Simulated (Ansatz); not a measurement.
# BaTiO3: LAPW beside PAW

The same cell of BaTiO3 is computed with full-potential LAPW, frozen-core PAW and datasets made for this crystal, to set the results side by side.

Program: Ansatz 0.2.0. Level of theory: DFT PBE, scalar-relativistic. These are calculated values, not measurements.

### Step 1. Starting point

The structure is trigonal, space group R3m (No. 160). The conventional cell has a = 5.655 Å, b = 5.655 Å, c = 6.953 Å, α = 90.00°, β = 90.00°, γ = 120.00°. Around Ba (site symmetry 3m) lie 12 O at 2.79 to 2.88 Å. Ti (site symmetry 3m) is surrounded by 6 O at 1.88 to 2.14 Å. Around O (site symmetry m) lie 2 Ti at 1.88 to 2.14 Å.

Coordinates:

```xyz
5
Lattice="2.8277 1.6326 2.3177 -2.8277 1.6326 2.3177 0.0000 -3.2651 2.3177" Properties=species:S:1:pos:R:3 pbc="T T T"
Ba    0.0000    0.0000    0.0000
Ti    0.0000    0.0000    3.5739
O     0.0000   -1.5996    4.5536
O    -1.3853    0.7998    4.5536
O     1.3853    0.7998    4.5536
```

Structure: COD 9014756, as refined from experiment and not relaxed.

Atoms are numbered in the order of the input: Ba1, Ti2, O3, O4, O5.

### Step 2. Full-potential LAPW

Input file input.yaml:

```yaml
crystal:
  lattice:
    - [2.8276681575, 1.6325549719, 2.317731608]
    - [-2.8276681575, 1.6325549719, 2.317731608]
    - [0.0, -3.2651099438, 2.317731608]
  atoms:
    - { symbol: Ba, position: [0.0, 0.0, 0.0] }
    - { symbol: Ti, position: [0.514, 0.514, 0.514] }
    - { symbol: O, position: [0.4916, 0.4916, 0.9815] }
    - { symbol: O, position: [0.4916, 0.9815, 0.4916] }
    - { symbol: O, position: [0.9815, 0.4916, 0.4916] }
kpoints:
  mp_grid: { grid: [9, 9, 9] }
  band_path:
    path:
      - [0.0, 0.0, 0.0]
      - [0.5, 0.5, 0.5]
      - [0.5025694503, 0.4974305497, 0.5]
      - [0.5, -0.4974305497, 0.4974305497]
      - [0.5, 0.0, 0.0]
      - [0.0, 0.0, 0.0]
      - [0.4987152749, -0.4987152749, 0.0]
      - [0.5012847251, 0.0, 0.4987152749]
      - [0.5, 0.0, 0.5]
    npoints: 14
scf:
  occupations: { method: fermi_dirac, width: 0.05 }
hamiltonian:
  xc: pbe
  pseudopotentials: { kind: all_electron, lapw: { basis_error: 0.001 } }
output:
  forces: true
  stress: true
  eigenvalues: true
  populations: true
  dos: { projected: true, de: 0.2, e_range: [-14, 8] }
```

Launch:

```sh
$ ansatz run input.yaml --threads 2 --pin off --max-ram 6144MiB --backend cpu --events-out ev --progress --plain --runs-dir out
```

### Step 3. Frozen-core PAW

input.yaml: that of step 2 with these lines changed.

```diff
@@ -29,3 +29,3 @@
   xc: pbe
-  pseudopotentials: { kind: all_electron, lapw: { basis_error: 0.001 } }
+  pseudopotentials: { kind: paw }
 output:
@@ -34,3 +34,9 @@
   eigenvalues: true
+  efg: { contact_densities: true }
   populations: true
+  bader: true
   dos: { projected: true, de: 0.2, e_range: [-14, 8] }
+  write_density: true
+  write_potential: true
+  elf: true
+  volumetric_format: npy
```

### Step 4. Datasets made for this crystal

input.yaml: that of step 3 with these lines changed.

```diff
@@ -24,3 +24,3 @@
       - [0.5, 0.0, 0.5]
-    npoints: 14
+    npoints: 8
 scf:
@@ -29,3 +29,3 @@
   xc: pbe
-  pseudopotentials: { kind: paw }
+  pseudopotentials: { kind: all_electron, datasets: crystal }
 output:
@@ -35,8 +35 @@
   efg: { contact_densities: true }
-  populations: true
-  bader: true
-  dos: { projected: true, de: 0.2, e_range: [-14, 8] }
-  write_density: true
-  write_potential: true
-  elf: true
-  volumetric_format: npy
```

(Steps that only read results are left out.)

Q: Predict the outcome of this session. Wanted: pressure; gap; largest force; Bader charges; highest ELF.

**Answer**, as computed:

| quantity | value |
| --- | --- |
| pressure | LAPW 5.00, PAW 5.01, crystal datasets 5.00 GPa |
| gap (LAPW) | 2.40 eV, indirect from T to Γ |
| largest force | LAPW 0.179, PAW 0.181, crystal datasets 0.180 eV/Å |
| Bader charges (PAW) | Ba1 +1.54, Ti2 +2.20, O3 -1.24 e |
| highest ELF (PAW) | 0.84, 0.60 Å from O |

In words: The pressure of 5.0 GPa pushes the cell to expand, with the atoms held in place. The gap is 2.40 eV, indirect from T to Γ. Spin-orbit coupling is left out, though the cell holds Ba; it can shift such gaps by tenths of an eV. The top eV of the valence band is mostly O 2p (95 % of the projected weight). The projection holds only the free atom's occupied shells (Ba 5p, Ti 3d, O 2s, O 2p in this range). The field gradient at O3, the largest by crystal datasets, is 2.13 by PAW and 2.05 by crystal datasets (10²¹ V/m²), within 5 %. No spin–orbit coupling: at heavy atoms the gradients can be off by tens of per cent for that reason. PAW lies +0.01 GPa from LAPW in pressure and less than 0.01 eV in the gap. The forces differ by at most 2 meV/Å in a component, on a largest force of 0.179 eV/Å. LAPW took about 5 times as long as PAW (2.2 min against 28 s, on a shared host and with the outputs that each input asks for).

The gaps are Kohn-Sham values of a semilocal functional, not quasiparticle or optical gaps. Such gaps usually fall short of the measured ones.
